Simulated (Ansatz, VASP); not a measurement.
**Si2Ni: VASP beside Ansatz**

```
Ni Si
1.0
     0.00000    2.66647    2.66647
     2.66647    0.00000    2.66647
     2.66647    2.66647    0.00000
Ni Si
1 2
Direct
  0.00000 0.00000 0.00000
  0.75000 0.75000 0.75000
  0.25000 0.25000 0.25000
```

Alike in both runs: task single point; functional LDA; k mesh 9 × 9 × 9; occupations fermi-dirac, width 0.05 eV; collinear spin.

|  | VASP | Ansatz |
| --- | --- | --- |
| version | VASP 6.6.1 | Ansatz 0.2.0 |
| potentials or method | VASP PAW LDA potentials, release 64 (Ni, Si) | Ansatz PAW |
| plane-wave cutoff (eV) | 520 | 420 |
| valence electrons in the cell | 18 | 26 |

Ansatz gave:

| Item | Value |
| --- | --- |
| gap on the k mesh at the Fermi level (eV) | none |
| pressure (GPa) | 2.1 |
| net moment per atom (μB) | 0.00 |

Task: Estimate VASP's values.

Result: gap on the k mesh at the Fermi level (eV): none; pressure (GPa): 2.3; net moment per atom (μB): 0.00.

A gap of «none» marks a metal or a gap that the smearing closes. The two sets of potentials don't hold the same shells in valence.

Caveats: the PAW data sets come from PBE, with cores solved anew for the run's functional, which leaves a small shift of forces and pressure (Ansatz); the starting moments weren't kept (Ansatz).
